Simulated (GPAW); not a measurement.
# MnSi (F-43m) in GPAW: settings compared

The runs below take MnSi through band structure, with TPSS, r2SCAN.

All numbers are computed with GPAW 26.7.0; they aren't measurements. Logs are shortened: lines on timing, memory, paths and dates and some standing lists are left out, and cuts for length are marked. The log counts tension as positive stress, the text compression.

### 1 The crystal as given

It takes space group F-43m (No. 216, cubic). The conventional cell has a = 5.054 Å, b = 5.054 Å, c = 5.054 Å, α = 90.00°, β = 90.00°, γ = 90.00°. Around Mn (site symmetry -43m) lie 4 Si at 2.19 Å. Si (site symmetry -43m) is surrounded by 4 Mn at 2.19 Å.

The cell was built by a generator and needn't be a form met in nature.

### 2 Band structure, TPSS, collinear spin, ferromagnetic start

The input, run.py:

```python
from ase.dft.bandgap import bandgap
from ase.io import read, write
from ase.units import GPa
from gpaw import GPAW, PW

atoms = read('MnSi.xyz')
atoms.set_initial_magnetic_moments([4.0, 0.0])

calc = GPAW(mode=PW(600),
            xc='MGGA_X_TPSS+MGGA_C_TPSS',
            kpts={'size': (9, 9, 9), 'gamma': True},
            occupations={'name': 'fermi-dirac', 'width': 0.05},
            nbands=20,
            convergence={'density': 1e-05, 'energy': 1e-05},
            eigensolver='davidson',
            maxiter=150,
            txt='gpaw.txt')
atoms.calc = calc
energy = atoms.get_potential_energy()
forces = atoms.get_forces()
stress = atoms.get_stress()
calc.write('gs.gpw')
write('result.traj', atoms)
print(f'Energy: {energy:.6f} eV')
print('Forces (eV/A):')
print(forces.round(4))
print('Stress (GPa):', (stress / GPa).round(3))
print('Moments:', calc.get_magnetic_moments().round(3))
print('Fermi level:', round(calc.get_fermi_level(), 4), 'eV')
print(f'Gap: {bandgap(calc)[0]:.4f} eV, direct: {bandgap(calc, direct=True)[0]:.4f} eV')

path = atoms.cell.bandpath('GXWKGLUWLK,UX', npoints=100, eps=1e-4)
bs_calc = calc.fixed_density(kpts=path, symmetry='off', nbands=31,
                             convergence={'bands': 'CBM+6.0', 'eigenstates': 1e-6}, txt='bands.txt')
bs = bs_calc.band_structure()
bs.write('bs.json')
print(f'Gap on the path: {bandgap(bs_calc)[0]:.4f} eV')
```

The input, MnSi.xyz:

```xyz
2
Lattice="0.0000000000 2.5272246000 2.5272246000 2.5272246000 0.0000000000 2.5272246000 2.5272246000 2.5272246000 0.0000000000" Properties=species:S:1:pos:R:3 pbc="T T T"
Mn     0.0000000000      0.0000000000      0.0000000000
Si     1.2636123000      1.2636123000      1.2636123000
```

Potentials or basis: GPAW PAW data sets (gpaw-data 1.2.1), pw.

On the command line:

```console
OMP_NUM_THREADS=1 python run.py
```

gpaw.txt:

```text
__  _  _
 | _ |_)|_||  |
 |__||  | ||/\| - 26.7.0

Input parameters:
  mode=PW(ecut=600.0),
  convergence={'density': 1e-05, 'energy': 1e-05},
  eigensolver=Davidson(niter=2),
  kpts=MonkhorstPack(size=(9, 9, 9), gamma=True),
  maxiter=150,
  nbands=20,
  occupations=Occupations(name='fermi-dirac', width=0.05),
  xc=XC(name='MGGA_X_TPSS+MGGA_C_TPSS')

Diagonalizing LCAO Hamiltonian
Converting LCAO to pw mode

           Si

       Mn

Atoms  # Å, Bohr magnetons
|   | symbol |        x |        y |        z |    initial magnetic moments |
|---|--------|----------|----------|----------|-----------------------------|
| 0 |     Mn | 0.000000 | 0.000000 | 0.000000 | ( 0.0000,  0.0000,  4.0000) |
| 1 |     Si | 1.263612 | 1.263612 | 1.263612 | ( 0.0000,  0.0000,  0.0000) |

Unit cell  # Å
| periodic |        x |        y |        z |  lengths |    angles |
|----------|----------|----------|----------|----------|-----------|
|      yes | 0.000000 | 2.527225 | 2.527225 | 3.574035 | 60.000000 |
|      yes | 2.527225 | 0.000000 | 2.527225 | 3.574035 | 60.000000 |
|      yes | 2.527225 | 2.527225 | 0.000000 | 3.574035 | 60.000000 |

Number of symmetries: 24
Symmetry operations  # r_c * U_cc + t_c -> r_c
|    | kind |            matrix            |
|----|------|------------------------------|
|  0 |  E   |  1, 0, 0,  0, 1, 0,  0, 0, 1 |
|  1 |  σ   |  1, 0, 0,  0, 0, 1,  0, 1, 0 |
|  2 |  σ   |  1, 0,-1,  0, 1,-1,  0, 0,-1 |
|  3 |  C3  |  1, 0,-1,  0, 0,-1,  0, 1,-1 |
|  4 |  C3  |  1,-1, 0,  0,-1, 1,  0,-1, 0 |
|  5 |  σ   |  1,-1, 0,  0,-1, 0,  0,-1, 1 |
|  6 |  σ   |  0, 1, 0,  1, 0, 0,  0, 0, 1 |
|  7 |  C3  |  0, 1, 0,  0, 0, 1,  1, 0, 0 |
|  8 |  C2  |  0, 1,-1,  1, 0,-1,  0, 0,-1 |
|  9 |  S4  |  0, 1,-1,  0, 0,-1,  1, 0,-1 |
| 10 |  C3  |  0, 0, 1,  1, 0, 0,  0, 1, 0 |
| 11 |  σ   |  0, 0, 1,  0, 1, 0,  1, 0, 0 |
| 12 |  S4  |  0, 0,-1,  1, 0,-1,  0, 1,-1 |
| 13 |  C3  |  0, 0,-1,  0, 1,-1,  1, 0,-1 |
| 14 |  S4  |  0,-1, 1,  1,-1, 0,  0,-1, 0 |
| 15 |  C2  |  0,-1, 1,  0,-1, 0,  1,-1, 0 |
| 16 |  C3  |  0,-1, 0,  1,-1, 0,  0,-1, 1 |
| 17 |  S4  |  0,-1, 0,  0,-1, 1,  1,-1, 0 |
| 18 |  S4  | -1, 1, 0, -1, 0, 1, -1, 0, 0 |
| 19 |  C3  | -1, 1, 0, -1, 0, 0, -1, 0, 1 |
| 20 |  C3  | -1, 0, 1, -1, 1, 0, -1, 0, 0 |
| 21 |  S4  | -1, 0, 1, -1, 0, 0, -1, 1, 0 |
| 22 |  σ   | -1, 0, 0, -1, 1, 0, -1, 0, 1 |
| 23 |  C2  | -1, 0, 0, -1, 0, 1, -1, 1, 0 |

BZ-sampling:
  Number of BZ points: 729
  Number of IBZ points: 35

  Monkhorst-Pack size: [9, 9, 9]
  Monkhorst-Pack shift: [0, 0, 0]

K-points  # in reciprocal-cell coordinates
|     |                                coordinates |     weight |
|-----|--------------------------------------------|------------|
|   0 | (  0.00000000,   0.00000000,   0.00000000) | 0.00137174 |
|   1 | (  0.11111111,   0.11111111,   0.00000000) | 0.00823045 |
|   2 | (  0.11111111,   0.11111111,   0.11111111) | 0.01097394 |
|   3 | (  0.22222222,   0.11111111,   0.11111111) | 0.01646091 |
|   4 | (  0.22222222,   0.22222222,   0.00000000) | 0.00823045 |
|   5 | (  0.22222222,   0.22222222,   0.11111111) | 0.03292181 |
|   6 | (  0.22222222,   0.22222222,   0.22222222) | 0.01097394 |
[... 80 lines left out ...]

eigensolver:
  Davidson
  Converge bands: occupied
  niter=2

density mixing:
  MSR1-Mixer
  Pratt-step length: 0.05
  Maximum mixing coefficient: 0.75
  Old densities: 10
  SVD Regularization: 0.005
  Good broyden scale: 1.0
  Trust region scale: 1.0
  Backstep threshold: 4.0
  History deletion threshold: 6.0
  Fourier metric: weight=20.0, sigma=0.015

occupation numbers:
  Fermi-Dirac:
    width: 0.0500  # eV

poisson solver:
  ecut: 4800.0  # eV

xc functional:
  name: MGGA_X_TPSS+MGGA_C_TPSS with 2 nearest neighbor stencil

convergence criteria:
- Maximum integral of absolute [dens]ity change: 1e-05 electrons / valence electron
- Maximum [total energy] change in last 3 cyles: 1e-05 eV / valence electron
- Maximum integral of absolute [eigenst]ate change: 4e-08 eV^2 / valence electron
maximum number of iterations: 150

SCF iterations
|iter     | |      energy | eigst |  dens |  magmom |
|---------|-|-------------|-------|-------|---------|
|iter:   1| |  229.986738 | +4.28 |       |  +4.0090|
|iter:   2| |  -14.821193 | +1.90 | -0.21 |  +3.8549|
|iter:   3| |  -25.186892 | +0.73 | -0.61 |  +3.7809|
|iter:   4| |  -24.415068 | -0.72 | -0.72 |  +3.6424|
|iter:   5| |  -24.497476 | -1.74 | -0.93 |  +3.4328|
|iter:   6| |  -25.155344 | -2.07 | -1.04 |  +3.1080|
|iter:   7| |  -26.220126 | -2.05 | -0.94 |  +2.5504|
|iter:   8| |  -25.409160 | -2.33 | -0.82 |  +2.2443|
|iter:   9| |  -24.796924 | -2.11 | -0.96 |  +2.4118|
|iter:  10| |  -24.751195 | -3.29 | -1.29 |  +2.3871|
|iter:  11| |  -24.778672 | -4.09 | -1.40 |  +2.2960|
|iter:  12| |  -24.710954 | -2.98 | -1.35 |  +2.3363|
|iter:  13| |  -24.720881 | -3.73 | -1.78 |  +2.1661|
|iter:  14| |  -24.726573 | -3.88 | -1.85 |  +2.0655|
|iter:  15| |  -24.728910 | -4.43 | -2.20 |  +2.0773|
|iter:  16| |  -24.729094 | -4.65 | -2.65 |  +2.0820|
|iter:  17| |  -24.729112 | -6.19 | -3.34 |  +2.0842|
|iter:  18| |  -24.729114c| -7.04 | -3.78 |  +2.0848|
|iter:  19| |  -24.729113c| -7.78c| -4.34 |  +2.0845|
|iter:  20| |  -24.729113c| -8.66c| -4.94 |  +2.0844|
|iter:  21| |  -24.729113c| -9.62c| -5.41c|  +2.0844|

Converged in 21 steps
Energy contributions relative to reference atoms: (reference = -39400.432323)

Energy contributions:
  Kinetic:          20.701770
  Coulomb:         -16.327746
  Zero:              0.195263
  External:          0.000000
  Xc:              -29.294398
  Entropy:          -0.008004
  Spinorbit:         0.000000
  ----------------------------
  Free energy:     -24.733115
  Extrapolated:    -24.729113

dipole moment: (-14.637862, -14.637862, -14.637862)  # |e|*Ang

Total magnetic moment: (0.000000, 0.000000, 2.084378)

Local magnetic moments
|        x |        y |         z |
|----------|----------|-----------|
| 0.000000 | 0.000000 |  2.188070 |  # Mn   0
| 0.000000 | 0.000000 | -0.133946 |  # Si   1

Fermi level: 6.360
Eigenvalues  # (at kpt = [0.000, 0.000, 0.000])
| band index |      eig [eV] | occ [0-1] |      eig [eV] | occ [0-1] |
|------------|---------------|-----------|---------------|-----------|
|          0 |       -74.730 |     1.000 |       -72.284 |     1.000 |
|          1 |       -43.043 |     1.000 |       -40.602 |     1.000 |
|          2 |       -43.043 |     1.000 |       -40.602 |     1.000 |
|          3 |       -43.043 |     1.000 |       -40.602 |     1.000 |
|          4 |        -3.865 |     1.000 |        -3.896 |     1.000 |
|          5 |         3.370 |     1.000 |         4.458 |     1.000 |
[... 9 lines left out ...]
|         15 |        14.282 |     0.000 |        14.898 |     0.000 |
|         16 |        15.148 |     0.000 |        15.162 |     0.000 |
|        ... |               |           |               |           |
|         19 |        21.017 |     0.000 |        21.137 |     0.000 |

No gap
No difference between direct/indirect transitions

Forces  # eV/Ang
|        x |       y |       z |
|----------|---------|---------|
| -0.00000 | 0.00000 | 0.00000 |  # Mn   0
| -0.00000 | 0.00000 | 0.00000 |  # Si   1

Stress tensor  # eV/Ang^3
|         x |         y |         z |
|-----------|-----------|-----------|
| -0.117051 | -0.000000 | -0.000000 |
| -0.000000 | -0.117051 |  0.000000 |
| -0.000000 |  0.000000 | -0.117051 |

# Writing to gs.gpw (mode='')
```

stdout:

```text
Energy: -24.729113 eV
Forces (eV/A):
[[-0.  0.  0.]
 [-0.  0.  0.]]
Stress (GPa): [-18.754 -18.754 -18.754   0.     -0.     -0.   ]
Moments: [ 2.188 -0.134]
Fermi level: 6.3598 eV
Gap: 0.0000 eV, direct: 0.0000 eV
Gap on the path: 0.0000 eV
```

bands.txt:

```text
Diagonalizing LCAO Hamiltonian
Converting LCAO to pw mode
convergence criteria:
- Maximum integral of absolute [eigenst]ate change: 1e-06 eV^2 / valence electron
maximum number of iterations: 150

SCF iterations
|iter     | |      energy | eigst |  dens |  magmom |
|---------|-|-------------|-------|-------|---------|
[... 109 lines left out ...]
         [0.375     , 0.375     , 0.75      ],
         [0.625     , 0.25      , 0.625     ],
         [0.60416667, 0.20833333, 0.60416667],
         [0.58333333, 0.16666667, 0.58333333],
         [0.5625    , 0.125     , 0.5625    ],
         [0.54166667, 0.08333333, 0.54166667],
         [0.52083333, 0.04166667, 0.52083333],
         [0.5       , 0.        , 0.5       ]])),
  maxiter=150,
  nbands=31,
  occupations=Occupations(name='fermi-dirac', width=0.05),
  symmetry=Symmetry(point_group=False, time_reversal=False),
  xc=XC(name='MGGA_X_TPSS+MGGA_C_TPSS')
```

It took 6.8 min on 1 thread of Arm Neoverse V2, shared host; peak memory 0.42 GiB.

Results:

* Free energy: -24.7331 eV
* Pressure: 18.8 GPa
* Band gap along the path: none (metal or under the smearing width)
* Net moment: 2.08 μB per cell
* Site moments: Mn +2.19; Si -0.13 μB

Levels at the corners of the path, in eV from the Fermi level:
Spin up:
```
point  band 9  band 10  band 11  band 12  band 13
    Γ   -1.95    -1.95     7.07     7.07     7.07
    X   -1.76    -1.48    -0.50     0.99     0.99
    W   -1.49    -1.13    -1.01     0.14     1.14
    K   -1.84    -1.60    -0.57     0.33     2.06
    Γ   -1.95    -1.95     7.07     7.07     7.07
    L   -1.55    -1.55    -0.77     4.28     4.28
    U   -1.84    -1.60    -0.57     0.33     2.06
    W   -1.49    -1.13    -1.01     0.14     1.14
    L   -1.55    -1.55    -0.77     4.28     4.28
    K   -1.84    -1.60    -0.57     0.33     2.06
    U   -1.84    -1.60    -0.57     0.33     2.06
    X   -1.76    -1.48    -0.50     0.99     0.99
```
Spin down:
```
point  band 4  band 5  band 6  band 7  band 8  band 9  band 10  band 11  band 12  band 13
    Γ  -46.96  -10.26   -1.90   -1.90   -1.90    0.68     0.68     7.39     7.39     7.39
    X  -46.97   -6.73   -4.19   -1.08   -0.68   -0.68     1.41     1.43     1.63     1.63
    W  -46.97   -6.71   -3.26   -2.25   -1.34   -0.60     0.25     1.43     1.65     3.11
    K  -46.97   -6.81   -3.58   -2.24   -0.90   -0.61     0.67     0.96     2.30     3.02
    Γ  -46.96  -10.26   -1.90   -1.90   -1.90    0.68     0.68     7.39     7.39     7.39
    L  -46.96   -7.71   -4.33   -1.54   -1.54    0.78     0.84     0.84     4.72     4.72
    U  -46.97   -6.81   -3.58   -2.24   -0.90   -0.61     0.67     0.96     2.30     3.02
    W  -46.97   -6.71   -3.26   -2.25   -1.34   -0.60     0.25     1.43     1.65     3.11
    L  -46.96   -7.71   -4.33   -1.54   -1.54    0.78     0.84     0.84     4.72     4.72
    K  -46.97   -6.81   -3.58   -2.24   -0.90   -0.61     0.67     0.96     2.30     3.02
    U  -46.97   -6.81   -3.58   -2.24   -0.90   -0.61     0.67     0.96     2.30     3.02
    X  -46.97   -6.73   -4.19   -1.08   -0.68   -0.68     1.41     1.43     1.63     1.63
```

Caveat: the PAW data sets were made with another functional, which shifts forces and pressure a little.

### 3 Band structure, r2SCAN, collinear spin, ferromagnetic start

Edit run.py of step 2 so:

```diff
@@ -9,3 +9,3 @@
 calc = GPAW(mode=PW(600),
-            xc='MGGA_X_TPSS+MGGA_C_TPSS',
+            xc='MGGA_X_R2SCAN+MGGA_C_R2SCAN',
             kpts={'size': (9, 9, 9), 'gamma': True},
@@ -14,3 +14,2 @@
             convergence={'density': 1e-05, 'energy': 1e-05},
-            eigensolver='davidson',
             maxiter=150,
```

MnSi.xyz is that of step 2.

Potentials or basis: GPAW PAW data sets (gpaw-data 1.2.1), pw.

On the command line:

```console
OMP_NUM_THREADS=1 python run.py
```

Run time: 5.4 min. Hardware: 1 thread of Arm Neoverse V2, shared host; peak memory 0.43 GiB.

Results (log left out):

* Free energy: -21.6356 eV
* Pressure: 22.6 GPa
* Band gap along the path: none (metal or under the smearing width)
* Net moment: 2.29 μB per cell
* Site moments: Mn +2.53; Si -0.21 μB

Levels at the corners of the path, in eV from the Fermi level:
Spin up:
```tsv
point	band 9	band 10	band 11	band 12	band 13
Γ	-2.52	-2.52	7.28	7.28	7.28
X	-2.27	-2.07	-0.91	0.95	0.95
W	-2.03	-1.45	-1.24	-0.18	0.92
K	-2.25	-2.15	-0.92	0.02	2.02
Γ	-2.52	-2.52	7.28	7.28	7.28
L	-2.11	-2.11	-1.21	4.34	4.34
U	-2.25	-2.15	-0.92	0.02	2.02
W	-2.03	-1.45	-1.24	-0.18	0.92
L	-2.11	-2.11	-1.21	4.34	4.34
K	-2.25	-2.15	-0.92	0.02	2.02
U	-2.25	-2.15	-0.92	0.02	2.02
X	-2.27	-2.07	-0.91	0.95	0.95
```
Spin down:
```csv
point,band 4,band 5,band 6,band 7,band 8,band 9,band 10,band 11,band 12,band 13
Γ,-47.63,-10.83,-1.96,-1.96,-1.96,1.22,1.22,7.68,7.68,7.68
X,-47.63,-7.21,-4.39,-0.92,-0.81,-0.81,1.82,1.88,1.88,2.07
W,-47.63,-7.18,-3.40,-2.45,-1.42,-0.55,0.53,2.02,2.04,3.69
K,-47.63,-7.29,-3.75,-2.43,-0.96,-0.45,1.11,1.26,2.83,3.43
Γ,-47.63,-10.83,-1.96,-1.96,-1.96,1.22,1.22,7.68,7.68,7.68
L,-47.63,-8.21,-4.61,-1.54,-1.54,1.07,1.35,1.35,4.93,4.93
U,-47.63,-7.29,-3.75,-2.43,-0.96,-0.45,1.11,1.26,2.83,3.43
W,-47.63,-7.18,-3.40,-2.45,-1.42,-0.55,0.53,2.02,2.04,3.69
L,-47.63,-8.21,-4.61,-1.54,-1.54,1.07,1.35,1.35,4.93,4.93
K,-47.63,-7.29,-3.75,-2.43,-0.96,-0.45,1.11,1.26,2.83,3.43
U,-47.63,-7.29,-3.75,-2.43,-0.96,-0.45,1.11,1.26,2.83,3.43
X,-47.63,-7.21,-4.39,-0.92,-0.81,-0.81,1.82,1.88,1.88,2.07
```

Caveat: the PAW data sets were made with another functional, which shifts forces and pressure a little.
